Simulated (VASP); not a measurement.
# InSe in VASP: settings compared, part 2 of 2

VASP 6.6.1.

### Step 4. Relaxation of cell and atoms, PBE+D3(BJ)

File INCAR:

```
PREC = Accurate
ENCUT = 600
EDIFF = 1E-6
ISMEAR = 0
SIGMA = 0.03
LREAL = F
LASPH = T
NELM = 80
ALGO = Normal
ISIF = 3
LWAVE = F
LCHARG = F
GGA = PE
IVDW = 12
IBRION = 2
NSW = 90
EDIFFG = -0.01
LATTICE_CONSTRAINTS = .TRUE. .TRUE. .FALSE.
KPAR = 8
```

File KPOINTS:

```
regular mesh
0
Gamma
  9 9 1
```

File POSCAR:

```
InSe
1.0
    4.0000000000      0.0000000000      0.0000000000
   -2.0000000000      3.4641016200      0.0000000000
    0.0000000000      0.0000000000     23.3577120000
Se In
2 2
Direct
    0.0000000000      0.0000000000      0.3853117100
    0.0000000000      0.0000000000      0.6146882900
    0.6666666700      0.3333333300      0.4395483600
    0.6666666700      0.3333333300      0.5603071100
```

The run is started by

```sh
$ cat potpaw_PBE.64/Se/POTCAR potpaw_PBE.64/In_d/POTCAR > POTCAR
$ mpirun -np 8 vasp_std > vasp.out
```

Wall time 3 min (8 MPI ranks of Intel Xeon 6975P-C (Granite Rapids), shared host); peak memory 0.61 GiB.

The run converged. Its results:

```
Free energy                            : -15.0895 eV
Relaxed volume                         : 82.03 Å³/atom
Relaxed cell                           : a = 4.027 Å, b = 4.027 Å, c = 23.358 Å, α = 90.00°, β = 90.00°, γ = 120.00°
Space group after relaxing (to 0.05 Å) : P-6m2 (No. 187)
Energy gained by relaxing              : 4.3 meV/atom
Ionic steps                            : 13
Largest force after relaxing           : 0.010 eV/Å
Band gap on the k mesh                 : 1.62 eV, indirect (least direct gap 1.69 eV)
Dispersion energy per atom             : -0.222 eV
```

Forces on the atoms (eV/Å):
```
Se   0.000  0.000 -0.009
Se   0.000  0.000  0.004
In   0.000  0.000  0.010
In   0.000  0.000 -0.004
```

Step by step:
| step | energy change (eV) | largest force (eV/Å) | pressure (GPa) | volume (Å³) |
| --- | --- | --- | --- | --- |
| 1 | 0.0000 | 0.4302 | 0.42 | 323.65 |
| 2 | -0.0118 | 0.2049 | -0.23 | 332.23 |
| 3 | -0.0170 | 0.0280 | -0.01 | 329.12 |
| 4 | -0.0170 | 0.0225 | -0.01 | 329.23 |
| 5 | -0.0171 | 0.0148 | -0.02 | 328.88 |
| 6 | -0.0171 | 0.0448 | 0.02 | 327.84 |
| 7 | -0.0172 | 0.0230 | 0.01 | 328.30 |
| 8 | -0.0172 | 0.0195 | 0.01 | 328.37 |
| 9 | -0.0172 | 0.0134 | 0.01 | 328.17 |
| 10 | -0.0172 | 0.0164 | 0.02 | 328.02 |
| 11 | -0.0172 | 0.0153 | 0.02 | 328.07 |
| 12 | -0.0172 | 0.0119 | 0.01 | 328.09 |
| 13 | -0.0172 | 0.0098 | 0.00 | 328.11 |

Final structure:
```
Se In
1.0
     4.02747    0.00000    0.00000
    -2.01374    3.48789    0.00000
     0.00000    0.00000   23.35771
Se In
2 2
Direct
  0.00000 0.00000 0.38466
  0.00000 0.00000 0.61529
  0.66667 0.33333 0.44013
  0.66667 0.33333 0.55978
```

Levels at points of the mesh, in eV from the valence-band top:
```
           k point  band 17  band 18  band 19  band 20  band 21  band 22
(0.00, 0.00, 0.00)    -0.37    -0.37    -0.07     1.62     2.84     5.08
```

Caveat: spin-orbit coupling is left out, which moves the levels of the heavy elements. A hybrid or GW would open this gap; PBE tends to underestimate it.

### Step 5. Relaxation of cell and atoms, PBE+D3(BJ)

This run uses another cell than the first one, of 82.03 Å³/atom, 1.014 times its volume.

INCAR: that of step 4 with these lines changed.

```diff
@@ -2,3 +2,3 @@
 ENCUT = 600
-EDIFF = 1E-6
+EDIFF = 1E-7
 ISMEAR = 0
@@ -16,3 +16,3 @@
 NSW = 90
-EDIFFG = -0.01
+EDIFFG = -0.005
 LATTICE_CONSTRAINTS = .TRUE. .TRUE. .FALSE.
```

KPOINTS is that of step 4.

File POSCAR:

```
InSe                                    
1.0
    4.0274708384      0.0000000000      0.0000000000
   -2.0137354192      3.4878920640      0.0000000000
    0.0000000000      0.0000000000     23.3577120000
  Se              In            
     2     2
Direct
     0.0000000000000000    0.0000000000000000    0.3846576372771158
     0.0000000000000000    0.0000000000000000    0.6152875317522624
     0.6666666699999979    0.3333333300000021    0.4401346639786753
     0.6666666699999979    0.3333333300000021    0.5597756369919464
```

The run is started by

```sh
$ cat potpaw_PBE.64/Se/POTCAR potpaw_PBE.64/In_d/POTCAR > POTCAR
$ mpirun -np 8 vasp_std > vasp.out
```

Run time: 55 s. Hardware: 8 MPI ranks of Intel Xeon 6975P-C (Granite Rapids), shared host; peak memory 0.59 GiB.

The run converged. Its results:

```yaml
Free_energy: -15.0896 eV
Relaxed_volume: 82.04 Å³/atom
Relaxed_cell: a = 4.028 Å, b = 4.028 Å, c = 23.358 Å, α = 90.00°, β = 90.00°, γ = 120.00°
Space_group_after_relaxing_to_0.05_Å: P-6m2 (No. 187)
Energy_gained_by_relaxing: 0.0 meV/atom
Ionic_steps: 2
Largest_force_after_relaxing: 0.003 eV/Å
Band_gap_on_the_k_mesh: 1.62 eV, indirect (least direct gap 1.69 eV)
Dispersion_energy_per_atom: -0.222 eV
```

Forces in eV/Å, atoms in the order of the input:
```
Se   0.000  0.000 -0.002
Se   0.000  0.000  0.000
In   0.000  0.000 -0.001
In   0.000  0.000  0.003
```

Final structure:
```
CELL_PARAMETERS angstrom
4.02783 0.00000 0.00000
-2.01391 3.48820 0.00000
0.00000 0.00000 23.35771
ATOMIC_POSITIONS crystal
Se 0.00000 0.00000 0.38464
Se 0.00000 0.00000 0.61529
In 0.66667 0.33333 0.44015
In 0.66667 0.33333 0.55977
```

Levels at points of the mesh, in eV from the valence-band top:
```tsv
k point	band 15	band 16	band 17	band 18	band 19	band 20	band 21	band 22	band 23
(0.00, 0.00, 0.00)	-0.44	-0.44	-0.37	-0.37	-0.07	1.62	2.84	5.08	5.08
```

Caveat: spin-orbit coupling is left out, which moves the levels of the heavy elements.

### Step 6. Relaxation of cell and atoms, PBE+D3(BJ)

File INCAR:

```
SYSTEM = InSe
PREC = Accurate ; ENCUT = 600
EDIFF = 1E-6 ; ISMEAR = 0
SIGMA = 0.03 ; LREAL = .False.
LASPH = .True. ; NELM = 80
ALGO = Normal ; ISIF = 3
LWAVE = .False. ; LCHARG = .False.
GGA = PE ; IVDW = 12
IBRION = 2 ; NSW = 90
EDIFFG = -0.01 ; LATTICE_CONSTRAINTS = .TRUE. .TRUE. .FALSE.
KPAR = 8
```

File KPOINTS:

```
regular mesh
0
Gamma
  9 9 1
  0 0 0
```

File POSCAR:

```
InSe
1.0
    4.0000000000      0.0000000000      0.0000000000
   -2.0000000000      3.4641016200      0.0000000000
    0.0000000000      0.0000000000     23.3577120000
Se In
2 2
Direct
    0.0000000000      0.0000000000      0.3853117100
    0.0000000000      0.0000000000      0.6146882900
    0.6666666700      0.3333333300      0.4395483600
    0.6666666700      0.3333333300      0.5603071100
```

Potentials or basis: VASP PAW PBE potentials, release 64 (Se, In_d).

The run is started by

```sh
$ cat potpaw_PBE.64/Se/POTCAR potpaw_PBE.64/In_d/POTCAR > POTCAR
$ mpirun -np 8 vasp_std > vasp.out
```

OUTCAR:

```text
SYSTEM = InSe
   PREC = Accurate
   ENCUT = 600
   EDIFF = 1E-6
   ISMEAR = 0
   LREAL = .False.
   LASPH = .True.
   NELM = 80
   ISIF = 3
   GGA = PE
   IVDW = 12
   IBRION = 2
   NSW = 90
   EDIFFG = -0.01
 IVDW          = 12

 ion  position               nearest neighbor table
   1  0.000  0.000  0.385-   3 2.63   3 2.63   3 2.63
   2  0.000  0.000  0.615-   4 2.64   4 2.64   4 2.64
   3  0.667  0.333  0.440-   1 2.63   1 2.63   1 2.63   4 2.82
   4  0.667  0.333  0.560-   2 2.64   2 2.64   2 2.64   3 2.82

  LATTYP: Found a hexagonal cell.
 ALAT       =     4.0000000000
 C/A-ratio  =     5.8394280000

  Lattice vectors:

 A1 = (   4.0000000000,   0.0000000000,   0.0000000000)
 A2 = (  -2.0000000000,   3.4641016200,   0.0000000000)
 A3 = (   0.0000000000,   0.0000000000,  23.3577120000)

Analysis of symmetry for initial positions (statically):
=====================================================================
 Subroutine PRICEL returns:
 Original cell was already a primitive cell.

 Routine SETGRP: Setting up the symmetry group for a
 hexagonal supercell.

 Subroutine GETGRP returns: Found  6 space group operations
 (whereof  6 operations were pure point group operations)
 out of a pool of 24 trial point group operations.

The static configuration has the point symmetry C_3v.
[... 145 lines left out ...]

 number of electron      38.0000004 magnetization

 Free energy of the ion-electron system (eV)
  ---------------------------------------------------
  ext. energy  EPLUGINS =         0.00000000
  ---------------------------------------------------
  free energy    TOTEN  =       -14.17188875 eV

  energy without entropy =      -14.17188875  energy(sigma->0) =      -14.17188875

------------------------ aborting loop because EDIFF is reached ----------------------------------------

 Edisp (eV)   -0.90036

 E8    (eV) :    -0.4338
[... 111 lines left out ...]
  FREE ENERGIE OF THE ION-ELECTRON SYSTEM (eV)
  ---------------------------------------------------
  free  energy   TOTEN  =       -15.0892430366 eV

  energy  without entropy=      -15.0892430366  energy(sigma->0) =      -15.08924304

[... ionic steps 4 to 10 ...]

--------------------------------------- Ionic step       11  -------------------------------------------

 number of electron      38.0000003 magnetization

------------------------ aborting loop because EDIFF is reached ----------------------------------------
[... 79 lines left out ...]
--------------------------------------- Ionic step       13  -------------------------------------------

 number of electron      38.0000002 magnetization

 Free energy of the ion-electron system (eV)
  ---------------------------------------------------
  ext. energy  EPLUGINS =         0.00000000
  ---------------------------------------------------
  free energy    TOTEN  =       -14.20304499 eV

  energy without entropy =      -14.20304499  energy(sigma->0) =      -14.20304499

 E-fermi :  -2.5231     XC(G=0):  -3.6344

 val. band max:       -2.6778246686   @ k =   0.1111   0.1111   0.0000
 cond. band min:      -1.0553825448   @ k =   0.0000   0.0000   0.0000
 fundamental gap:      1.6224421237
 Fermi energy:        -2.5231371469

 k-point     1 :       0.0000    0.0000    0.0000
  band No.  band energies     occupation
      1     -16.6836      2.00000
      2     -16.5003      2.00000
      3     -16.5003      2.00000
      4     -16.4178      2.00000
      5     -16.4178      2.00000
      6     -16.4107      2.00000
[... 336 lines left out ...]
  FREE ENERGIE OF THE ION-ELECTRON SYSTEM (eV)
  ---------------------------------------------------
  free  energy   TOTEN  =       -15.0894790746 eV

  energy  without entropy=      -15.0894790746  energy(sigma->0) =      -15.08947907

 reached required accuracy - stopping structural energy minimisation
```

OSZICAR:

```text
N       E                     dE             d eps       ncg     rms          rms(c)
DAV:   1     0.327205480412E+03    0.32721E+03   -0.16918E+04   584   0.152E+03
DAV:   2     0.231327498006E+02   -0.30407E+03   -0.29929E+03   657   0.338E+02
DAV:   3    -0.132512379200E+02   -0.36384E+02   -0.36092E+02   703   0.145E+02
DAV:   4    -0.145911498795E+02   -0.13399E+01   -0.13378E+01   650   0.331E+01
[... 106 lines left out ...]
       N       E                     dE             d eps       ncg     rms          rms(c)
DAV:   1    -0.142030081065E+02   -0.33794E-03   -0.85630E-03   552   0.567E-01    0.369E-02
DAV:   2    -0.142030465805E+02   -0.38474E-04   -0.43577E-04   703   0.165E-01    0.139E-02
DAV:   3    -0.142030457925E+02    0.78800E-06   -0.11448E-05   763   0.317E-02    0.120E-02
DAV:   4    -0.142030449935E+02    0.79901E-06   -0.13175E-06   360   0.153E-02
  13 F= -.15089479E+02 E0= -.15089479E+02  d E =-.347116E-04
```

CONTCAR:

```text
InSe
   1.00000000000000
     4.0274708383853550    0.0000000000000000    0.0000000000000000
    -2.0137354191926775    3.4878920640046092    0.0000000000000000
     0.0000000000000000    0.0000000000000000   23.3577119999999994
  Se              In
     2     2
Direct
     0.0000000000000000    0.0000000000000000    0.3846576372771158
     0.0000000000000000    0.0000000000000000    0.6152875317522624
     0.6666666699999979    0.3333333300000021    0.4401346639786753
     0.6666666699999979    0.3333333300000021    0.5597756369919464

  0.00000000E+00  0.00000000E+00  0.00000000E+00
  0.00000000E+00  0.00000000E+00  0.00000000E+00
  0.00000000E+00  0.00000000E+00  0.00000000E+00
  0.00000000E+00  0.00000000E+00  0.00000000E+00
```

Wall time 2.8 min (8 MPI ranks of Intel Xeon 6975P-C (Granite Rapids), shared host); peak memory 0.61 GiB.

What came out:

* Free energy: -15.0895 eV
* Relaxed volume: 82.03 Å³/atom
* Relaxed cell: a = 4.027 Å, b = 4.027 Å, c = 23.358 Å, α = 90.00°, β = 90.00°, γ = 120.00°
* Space group after relaxing (to 0.05 Å): P-6m2 (No. 187)
* Energy gained by relaxing: 4.3 meV/atom
* Ionic steps: 13
* Largest force after relaxing: 0.010 eV/Å
* Band gap on the k mesh: 1.62 eV, indirect (least direct gap 1.69 eV)
* Dispersion energy per atom: -0.222 eV

Forces in eV/Å, atoms in the order of the input:
```
Se   0.000  0.000 -0.009
Se   0.000  0.000  0.004
In   0.000  0.000  0.010
In   0.000  0.000 -0.004
```

Step by step:
```tsv
step	energy change (eV)	largest force (eV/Å)	pressure (GPa)	volume (Å³)
1	0.0000	0.4302	0.42	323.65
2	-0.0118	0.2049	-0.23	332.23
3	-0.0170	0.0280	-0.01	329.12
4	-0.0170	0.0225	-0.01	329.23
5	-0.0171	0.0148	-0.02	328.88
6	-0.0171	0.0448	0.02	327.84
7	-0.0172	0.0230	0.01	328.30
8	-0.0172	0.0195	0.01	328.37
9	-0.0172	0.0134	0.01	328.17
10	-0.0172	0.0164	0.02	328.02
11	-0.0172	0.0153	0.02	328.07
12	-0.0172	0.0119	0.01	328.09
13	-0.0172	0.0098	0.00	328.11
```

Final structure:
```yaml
crystal:
  lattice:
    - [4.02747, 0.00000, 0.00000]
    - [-2.01374, 3.48789, 0.00000]
    - [0.00000, 0.00000, 23.35771]
  atoms:
    - { symbol: Se, position: [0.00000, 0.00000, 0.38466] }
    - { symbol: Se, position: [0.00000, 0.00000, 0.61529] }
    - { symbol: In, position: [0.66667, 0.33333, 0.44013] }
    - { symbol: In, position: [0.66667, 0.33333, 0.55978] }
```

Caveat: spin-orbit coupling is left out, which moves the levels of the heavy elements. As with any semilocal functional, this PBE gap is likely too small.
